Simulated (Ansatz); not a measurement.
# Thickness series of a CoSi2/ZnS/NiSi2 junction

Wanted: T(E), the conductance and its decay constant for CoSi2/ZnS/NiSi2. The lower electrode is CoSi2 fluorite(111) turned by 180 degrees (type B), the upper one NiSi2 fluorite(111); the barrier is ZnS zinc blende(111) (whole bilayers). In the first transport cell, after relaxation, the nearest pair of electrode and barrier is Si–S at 2.34 Å, along the normal, at the lower face and Si–Zn at 2.47 Å, along the normal, at the upper one. All share a net of side 3.822 Å, which strains the lower electrode by +0.8 %, the upper one by -0.5 % and the barrier by -0.8 %, against typed lattice constants near PBE's. The first steps treat the bulk electrodes alone.

Calculated with Ansatz 0.2.0; PBE DFT, plane waves, PAW files, in the first sound run; inputs show where later runs differ.

Report form: the programs' logs are mostly left out.

## 1. Starting point

The structure is trigonal, space group R-3m (No. 166). Conventional cell: a = 3.822 Å, b = 3.822 Å, c = 9.229 Å, α = 90.00°, β = 90.00°, γ = 120.00°. Nearest to Si lie 4 Co at 2.31 to 2.34 Å. Nearest to Co lie 8 Si at 2.31 to 2.34 Å. Farther neighbours are not listed.

## 2. The strained electrode

The electrode is held to the junction's net and relaxed along the normal; its spacing is used for the ideal lead layers.

File input.yaml:

```yaml
crystal:
  lattice:
    - [3.822, 0.0, 0.0]
    - [-1.911, 3.3099490933, 0.0]
    - [0.0, 0.0, 9.2290821007]
  atoms:
    - { symbol: Si, position: [0.0, 0.0, 0.0] }
    - { symbol: Co, position: [0.6666666667, 0.3333333333, 0.0833333333] }
    - { symbol: Si, position: [0.3333333333, 0.6666666667, 0.1666666667] }
    - { symbol: Si, position: [0.6666666667, 0.3333333333, 0.3333333333] }
    - { symbol: Co, position: [0.3333333333, 0.6666666667, 0.4166666667] }
    - { symbol: Si, position: [0.0, 0.0, 0.5] }
    - { symbol: Si, position: [0.3333333333, 0.6666666667, 0.6666666667] }
    - { symbol: Co, position: [0.0, 0.0, 0.75] }
    - { symbol: Si, position: [0.6666666667, 0.3333333333, 0.8333333333] }
kpoints:
  mp_grid: { grid: [12, 12, 3] }
scf:
  occupations: { method: fermi_dirac, width: 0.1 }
  max_iter: 150
hamiltonian:
  xc: pbe
relax:
  f_tol: 0.01
  max_steps: 40
  cell: { fix: [a, b, angles] }
```

Started as:

```bash
$ ansatz run input.yaml --threads 8 --pin off --max-ram 24576MiB --backend cpu --events-out ev --progress --plain --runs-dir out
```

Run time: 9.2 s. Hardware: 8 threads of Arm Neoverse V2, shared host; peak memory 0.72 GiB; 64 s of CPU time.

This run has no spin polarisation, although Co can carry a moment.

The steps of the relaxation:

```
step  energy less that of the first step (eV)  largest force component (eV/Å)  pressure (GPa)  volume (Å³)
   1                                   0.0000                          0.1516           -1.82       116.75
   2                                  -0.0037                          0.0950           -1.81       116.73
   3                                  -0.0061                          0.0006           -1.73       116.67
   4                                  -0.0061                          0.0003           -1.74       116.68
  5*                                  -0.0061                          0.0003           -1.74       116.68
```

Relaxation steps marked * repeat the geometry before them on a plane-wave basis chosen anew for their cell, so energy and pressure can jump there.

The run keeps the 36 symmetry operations that it works with, so distortions that break them were not tested.

```
conventional cell, symmetrised  before  after  change
                         a (Å)   3.822  3.822  +0.0 %
                         b (Å)   3.822  3.822  +0.0 %
                         c (Å)   9.229  9.223  -0.1 %
              volume (Å³/atom)   12.97  12.96  -0.1 %
```

The atoms that moved most (Å, as changes of fractional coordinates times the final cell):

```
atom     dx     dy      dz  length
 Si4  0.000  0.000   0.014   0.014
 Si7  0.000  0.000   0.014   0.014
 Si1  0.000  0.000   0.014   0.014
 Si6  0.000  0.000  -0.014   0.014
 Si3  0.000  0.000  -0.014   0.014
 Si9  0.000  0.000  -0.014   0.014
```

The relaxed structure:

```cif
data_structure
_symmetry_space_group_name_H-M 'P 1'
_symmetry_Int_Tables_number 1
_cell_length_a 3.8220
_cell_length_b 3.8220
_cell_length_c 9.2230
_cell_angle_alpha 90.000
_cell_angle_beta 90.000
_cell_angle_gamma 120.000
_cell_volume 116.68
loop_
_atom_site_label
_atom_site_type_symbol
_atom_site_fract_x
_atom_site_fract_y
_atom_site_fract_z
_atom_site_occupancy
Si1 Si 0.00000 0.00000 0.00150 1
Co2 Co 0.66667 0.33333 0.08333 1
Si3 Si 0.33333 0.66667 0.16517 1
Si4 Si 0.66667 0.33333 0.33483 1
Co5 Co 0.33333 0.66667 0.41667 1
Si6 Si 0.00000 0.00000 0.49850 1
Si7 Si 0.33333 0.66667 0.66816 1
Co8 Co 0.00000 0.00000 0.75000 1
Si9 Si 0.66667 0.33333 0.83184 1
```

Numbers from this step:

* free energy: -19197.5839 eV
* Fermi energy: 12.68 eV
* pressure: -1.743 GPa

The relaxation ends with a largest force component of 2.9e-4 eV/Å.

## 3. The strained electrode

System of this step: Si2Ni (NiSi2). The structure is trigonal, space group R-3m (No. 166). Conventional cell: a = 3.822 Å, b = 3.822 Å, c = 9.435 Å, α = 90.00°, β = 90.00°, γ = 120.00°. Nearest to Si lie 4 Ni at 2.34 to 2.36 Å. Nearest to Ni lie 8 Si at 2.34 to 2.36 Å. Farther neighbours are not listed.

input.yaml, the sections that differ from step 2:

```yaml
crystal:
  lattice:
    - [3.822, 0.0, 0.0]
    - [-1.911, 3.3099490933, 0.0]
    - [0.0, 0.0, 9.4351961468]
  atoms:
    - { symbol: Si, position: [0.0, 0.0, 0.0] }
    - { symbol: Ni, position: [0.3333333333, 0.6666666667, 0.0833333333] }
    - { symbol: Si, position: [0.6666666667, 0.3333333333, 0.1666666667] }
    - { symbol: Si, position: [0.3333333333, 0.6666666667, 0.3333333333] }
    - { symbol: Ni, position: [0.6666666667, 0.3333333333, 0.4166666667] }
    - { symbol: Si, position: [0.0, 0.0, 0.5] }
    - { symbol: Si, position: [0.6666666667, 0.3333333333, 0.6666666667] }
    - { symbol: Ni, position: [0.0, 0.0, 0.75] }
    - { symbol: Si, position: [0.3333333333, 0.6666666667, 0.8333333333] }
# kpoints, scf, hamiltonian, relax: as in step 2
```

Run time: 8.9 s. Hardware: 8 threads; peak memory 0.73 GiB.

This run has no spin polarisation, although Ni can carry a moment.

The steps of the relaxation:

```
step  energy less that of the first step (eV)  largest force component (eV/Å)  pressure (GPa)  volume (Å³)
   1                                   0.0000                          0.0953            2.11       119.36
   2                                  -0.0074                          0.0590            1.40       119.93
   3                                  -0.0099                          0.0071            0.78       120.45
   4                                  -0.0099                          0.0013            0.79       120.44
  5*                                  -0.0102                          0.0014            0.79       120.44
```

Relaxation steps marked * repeat the geometry before them on a plane-wave basis chosen anew for their cell, so energy and pressure can jump there.

The run keeps the 36 symmetry operations that it works with, so distortions that break them were not tested.

```
conventional cell, symmetrised  before  after  change
                         a (Å)   3.822  3.822  +0.0 %
                         b (Å)   3.822  3.822  +0.0 %
                         c (Å)   9.435  9.520  +0.9 %
              volume (Å³/atom)   13.26  13.38  +0.9 %
```

The atoms that moved most (Å, as changes of fractional coordinates times the final cell):

```
atom     dx     dy      dz  length
 Si9  0.000  0.000   0.016   0.016
 Si4  0.000  0.000  -0.016   0.016
 Si6  0.000  0.000   0.016   0.016
 Si3  0.000  0.000   0.016   0.016
 Si1  0.000  0.000  -0.016   0.016
 Si7  0.000  0.000  -0.016   0.016
```

This step gave:

```yaml
free_energy: -21337.2465 eV
fermi_energy: 12.97 eV
pressure: 0.7948 GPa
```

The relaxation ends with a largest force component of 0.0014 eV/Å.

## 4. Relaxation

System of this step: CoSi2/ZnS/NiSi2. The cell holds 14 atoms: 6 Si, 1 Co, 3 S, 3 Zn and 1 Ni. Its edges and angles: a = 3.822 Å, b = 3.822 Å, c = 33.932 Å, α = 90.0°, β = 90.0°, γ = 120.0°. Vacuum lies along c.

Tunnelling depends exponentially on distance, so the interfaces are relaxed first. A short slab in vacuum serves: only the barrier and the layers next to it are taken over, and later cells can add or drop layers in the barrier's middle. The dipole correction removes the field that unlike faces would set up across the vacuum.

File input.yaml:

```yaml
crystal:
  lattice:
    - [3.822, 0.0, 0.0]
    - [-1.911, 3.3099490933, 0.0]
    - [0.0, 0.0, 33.9319904882]
  atoms:
    - { symbol: Si, position: [0.66666667, 0.33333333, 0.235765715] }
    - { symbol: Si, position: [0.0, 0.0, 0.2810969888] }
    - { symbol: Co, position: [0.66666667, 0.33333333, 0.3037626257] }
    - { symbol: Si, position: [0.33333333, 0.66666667, 0.3264282626] }
    - { symbol: S, position: [0.33333333, 0.66666667, 0.3915585413] }
    - { symbol: Zn, position: [0.66666667, 0.33333333, 0.4148749991] }
    - { symbol: S, position: [0.66666667, 0.33333333, 0.4848243724] }
    - { symbol: Zn, position: [0.0, 0.0, 0.5081408301] }
    - { symbol: S, position: [0.0, 0.0, 0.5780902034] }
    - { symbol: Zn, position: [0.33333333, 0.66666667, 0.6014066612] }
    - { symbol: Si, position: [0.33333333, 0.66666667, 0.6715469614] }
    - { symbol: Ni, position: [0.66666667, 0.33333333, 0.6947187923] }
    - { symbol: Si, position: [0.0, 0.0, 0.7178906232] }
    - { symbol: Si, position: [0.66666667, 0.33333333, 0.764234285] }
kpoints:
  mp_grid: { grid: [8, 8, 1] }
scf:
  occupations: { method: fermi_dirac, width: 0.1 }
  max_iter: 150
hamiltonian:
  xc: pbe
efield:
  axis: 3
  dipole_correction: true
relax:
  f_tol: 0.04
  max_steps: 60
output:
  forces: true
```

The job ended after 18 s (8 threads; peak memory 1.5 GiB; 2.2 min of CPU time).

This run has no spin polarisation although its electron count is odd.

Step by step:

```
step  energy less that of the first step (eV)  largest force component (eV/Å)
   1                                   0.0000                          1.0368
   2                                  -0.1281                          0.6007
   3                                  -0.1681                          0.2407
   4                                  -0.1797                          0.3208
   5                                  -0.1883                          0.0286
   6                                  -0.1883                          0.0284
```

Forces are held to the 6 operations that the run works with; a distortion that breaks them can't arise in this run.

The atoms that moved most (Å):

```
atom     dx     dy      dz  length
 Co3  0.000  0.000  -0.189   0.189
Si13  0.000  0.000   0.172   0.172
Si11  0.000  0.000   0.120   0.120
 Si4  0.000  0.000  -0.115   0.115
 Si1  0.000  0.000  -0.096   0.096
Ni12  0.000  0.000   0.063   0.063
 Si2  0.000  0.000  -0.056   0.056
 Zn6  0.000  0.000   0.034   0.034
```

This step gave:

```
free energy               : -27446.8852 eV
Fermi energy              : 2.606 eV
work function, upper face : 4.902 eV
work function, lower face : 5.421 eV
dipole moment             : 0.03633 e·Å
dipole field              : 0.01532 V/Å
```

The largest force component on a free atom ends at 0.028 eV/Å. The work functions of the outer faces are 5.42 and 4.90 eV.

(Continued in part 2 of 3.)

[Logs are printed without paths, hosts, clocks, repeated set-up lines and the standing remarks that a program may print on its own settings, such as how far it seeks lower states.]

[Hosts, paths, dates, database ids (printed as entryN), source tags and the programs' standing remarks are cut or masked in the printed files.]
